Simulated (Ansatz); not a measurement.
AlAu: relaxation of cell and atoms with PBEsol

Crystal: AlAu.

```
CELL_PARAMETERS angstrom
3.22394 0.00000 0.00000
0.00000 3.22394 0.00000
0.00000 0.00000 3.22394
ATOMIC_POSITIONS crystal
Au 0.50000 0.50000 0.50000
Al 0.00000 0.00000 0.00000
```

The cell comes from a database or a generator and needn't be the stable form of this composition.

```
Program               : Ansatz 0.2.0
Task                  : relaxation of cell and atoms
Functional            : PBEsol
Potentials or basis   : Ansatz PAW
Cutoff                : 420 eV (not typed: the program's choice for these potentials)
k mesh                : 8 × 8 × 8
Occupations           : fermi-dirac, width 0.05 eV
Spin                  : no spin polarisation
Target pressure       : 10 GPa
Target pressure (GPa) : 10
```

```
Relaxed volume                                         : 15.00 Å³/atom
Relaxed cell                                           : a = 3.107 Å, b = 3.107 Å, c = 3.107 Å, α = 90.00°, β = 90.00°, γ = 90.00°
Space group after relaxing (to 0.05 Å)                 : Pm-3m (No. 221)
Energy change on relaxing (the enthalpy is what falls) : +17.0 meV/atom
Ionic steps                                            : 6
Pressure after relaxing                                : 10.0 GPa
Band gap on the k mesh                                 : none (metal or under the smearing width)
```

The path:
| step | energy change (eV) | largest force (eV/Å) | volume (Å³) |
| --- | --- | --- | --- |
| 1 | 0.0000 | 0.0000 | 33.51 |
| 2 | 0.1319 | 0.0000 | 28.84 |
| 3 | 0.0172 | 0.0000 | 30.28 |
| 4 | 0.0317 | 0.0000 | 30.02 |
| 5 | 0.0330 | 0.0000 | 30.00 |
| 6 | 0.0339 | 0.0000 | 30.00 |

Final structure:
```yaml
crystal:
  lattice:
    - [3.10722, 0.00000, 0.00000]
    - [0.00000, 3.10722, 0.00000]
    - [0.00000, 0.00000, 3.10722]
  atoms:
    - { symbol: Au, position: [0.50000, 0.50000, 0.50000] }
    - { symbol: Al, position: [0.00000, 0.00000, 0.00000] }
```

Levels at points of the mesh, in eV from the Fermi level:
| k point | band 7 | band 8 | band 9 | band 10 | band 11 | band 12 | band 13 | band 14 | band 15 |
| --- | --- | --- | --- | --- | --- | --- | --- | --- | --- |
| (0.00, 0.00, 0.00) | -7.50 | -5.17 | -5.17 | -5.17 | 2.81 | 2.81 | 2.81 | 7.55 | 7.55 |
| (0.00, 0.00, -0.50) | -7.06 | -6.24 | -6.24 | -5.03 | -3.50 | 5.38 | 7.35 | 7.35 | 8.69 |
| (0.00, -0.50, -0.50) | -6.00 | -6.00 | -4.16 | -4.09 | -4.09 | -1.28 | 1.24 | 7.59 | 11.06 |
| (-0.50, -0.50, -0.50) | -8.06 | -4.10 | -4.10 | -0.18 | 0.54 | 0.54 | 0.54 | 2.60 | 3.99 |

Run time: 4.5 s on 2 threads of Arm Neoverse V1, with other jobs on the host, peak memory 0.3 GiB.

Caveat: the plane-wave basis is chosen anew once the cell has moved, so the energies of steps on either side of that aren't comparable; the PAW data sets come from PBE, with cores solved anew for the run's functional, which leaves a small shift of forces and pressure. Spin-orbit coupling is left out, which matters for the levels of Au.
